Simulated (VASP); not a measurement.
# GaAs, excitations by TDDFT: which settings are enough?

GaAs, F-43m (no. 216), 2 atoms in the cell. PBE, TDDFT by the Casida equation; PAW potentials As_GW, Ga_d_GW (PBE set). VASP 6.6.1.

Wanted: first bright excitation within 0.05 eV; spectrum (imaginary part of ε) within 15 %.

Kernel: local xc kernel.

POSCAR:
```
GaAs
1.0
    0.0000000000      2.8268500000      2.8268500000
    2.8268500000      0.0000000000      2.8268500000
    2.8268500000      2.8268500000      0.0000000000
As Ga
1 1
Direct
    0.7500000000      0.7500000000      0.7500000000
    0.0000000000      0.0000000000      0.0000000000
```

The series start from Conduction bands in the pairs: 4; Valence bands in the pairs: 3; Largest pair energy, which also ends the spectrum (eV): 25; Cutoff of the response function (eV): 150; Grid for exchange-like terms: Normal; k mesh: 6 × 6 × 6. Each series keeps the choices made before it, and each single choice may use up half of a tolerance. Times cover all steps of a run.

## Conduction bands in the pairs

| Conduction bands in the pairs | First bright excitation (eV) | Spectrum (imaginary part of ε), largest deviation against the largest value | Time (s) |
|---|---|---|---|
| 1 | 0.513 | 12 % | 12 |
| 2 | 0.513 | 4.7 % | 17 |
| 4 | 0.513 | 1.8 % | 31 |
| 6 | 0.513 | 0.48 % | 54 |
| 8 (reference) | 0.513 | 0 % | 71 |

Chosen: 2, the loosest value from which every tighter one stays within half of the tolerance.

## Valence bands in the pairs

| Valence bands in the pairs | First bright excitation (eV) | Spectrum (imaginary part of ε), largest deviation against the largest value | Time (s) |
|---|---|---|---|
| 1 | 0.513 | 67 % | 11 |
| 2 | 0.513 | 33 % | 16 |
| 3 | 0.513 | 0.17 % | 17 |
| 4 | 0.513 | 0.01 % | 18 |
| 6 (reference) | 0.513 | 0 % | 26 |

Chosen: 3.

## Largest pair energy, which also ends the spectrum (eV)

| Largest pair energy, which also ends the spectrum (eV) | First bright excitation (eV) | Spectrum (imaginary part of ε), largest deviation against the largest value | Time (s) |
|---|---|---|---|
| 6 | 0.513 | – | 13 |
| 9 | 0.513 | – | 18 |
| 13 | 0.513 | 0.13 % | 15 |
| 18 | 0.513 | 0.21 % | 15 |
| 25 (reference) | 0.513 | 0 % | 17 |

Chosen: 13.

## Cutoff of the response function (eV)

| Cutoff of the response function (eV) | First bright excitation (eV) | Spectrum (imaginary part of ε), largest deviation against the largest value | Time (s) |
|---|---|---|---|
| 40 | 0.512 | 2.9 % | 15 |
| 80 | 0.513 | 0.087 % | 15 |
| 120 | 0.513 | 0.042 % | 15 |
| 150 | 0.513 | 0.027 % | 15 |
| 200 (reference) | 0.513 | 0 % | 16 |

Chosen: 40.

## Grid for exchange-like terms

| Grid for exchange-like terms | First bright excitation (eV) | Spectrum (imaginary part of ε), largest deviation against the largest value | Time (s) |
|---|---|---|---|
| Normal | 0.512 | 0 % | 15 |
| Fast | 0.512 | 0.0017 % | 9.1 |

Chosen: Fast, the fastest of those that stay within half of the tolerance.

## k mesh

| k mesh | First bright excitation (eV) | Spectrum (imaginary part of ε), largest deviation against the largest value | Time (s) |
|---|---|---|---|
| 4 × 4 × 4 | 0.511 | 249 % | 5.3 |
| 6 × 6 × 6 (reference) | 0.512 | 0 % | 9.1 |

Chosen: 6 × 6 × 6; the next looser run is off by more than half of the tolerance, so convergence isn't shown beyond this value.

## All choices together

| Input | First bright excitation (eV) | Spectrum (imaginary part of ε), largest deviation against the largest value | Time (s) |
|---|---|---|---|
| default band counts on the coarsest mesh (naive) | 0.512 | 246 % | 59 |
| chosen settings | 0.512 | 4.9 % | 9.1 |
| reference settings throughout | 0.512 | 0 % | 243 |

The chosen settings stay within the tolerance of the reference run, but the reference itself isn't shown to be converged in: k mesh.

## The input

INCAR.step1:
```
PREC     = Accurate       # precision mode
ENCUT    = 410            # plane-wave cutoff, eV
ISMEAR   = 0              # smearing method
SIGMA    = 0.02           # smearing width, eV
EDIFF    = 1E-7           # SCF threshold, eV
LASPH    = T              # aspherical terms in the spheres
KPAR     = 4            
LWAVE    = T              # write WAVECAR
LCHARG   = F              # write CHGCAR
LOPTICS  = T              # frequency-dependent dielectric function
ALGO     = Normal         # electronic algorithm
NBANDS   = 21             # bands
NEDOS    = 2000           # points of the DOS
CSHIFT   = 0.1          
GGA      = PE             # functional
```

INCAR.step2, as INCAR.step1 but for:
```
- LWAVE = T
- LOPTICS = T
- ALGO = Normal
- NEDOS = 2000
- CSHIFT = 0.1
+ LWAVE = F
+ ALGO = TDHF
+ NBANDSO = 3
+ NBANDSV = 2
+ IBSE = 2
+ NBSEEIG = 4
+ LHARTREE = T
+ LADDER = F
+ LFXC = T
+ ENCUTGW = 40
+ PRECFOCK = Fast
+ ANTIRES = 0
+ OMEGAMAX = 13
+ CSHIFT = 0.15
+ NOMEGA = 1000
+ ISTART = 1
```

KPOINTS:
```
Automatic mesh
0
Gamma
  6 6 6
  0 0 0
```

Commands (each step's output is kept before the next begins):
```
cat potpaw_PBE.64/As_GW/POTCAR potpaw_PBE.64/Ga_d_GW/POTCAR > POTCAR
cp INCAR.step1 INCAR
mpirun -np 4 vasp_std > vasp.out
cp INCAR.step2 INCAR
mpirun -np 4 vasp_std > vasp.out
```

Limits: The 6×6×6 mesh is coarse for a spectrum: peaks stand apart that a denser mesh merges, and ε at zero frequency can be far too high; the pairs hold 3 valence and 2 conduction bands, and what lies beyond is missing from ε.

The chosen input took VASP 6.6.1 9.1 s on 4 cores (Intel Xeon 6975P-C (Granite Rapids)), a shared host.

## An input that fails: more empty bands than computed

VASP's message: The number of conduction bands in the BSE kernel exeeds NBANDS.Reduce NBANDSV or redo the preceeding steps with larger NBANDS.

Changes against the starting input:
```
(step 2)
- NBANDSV = 4
+ NBANDSV = 400
```
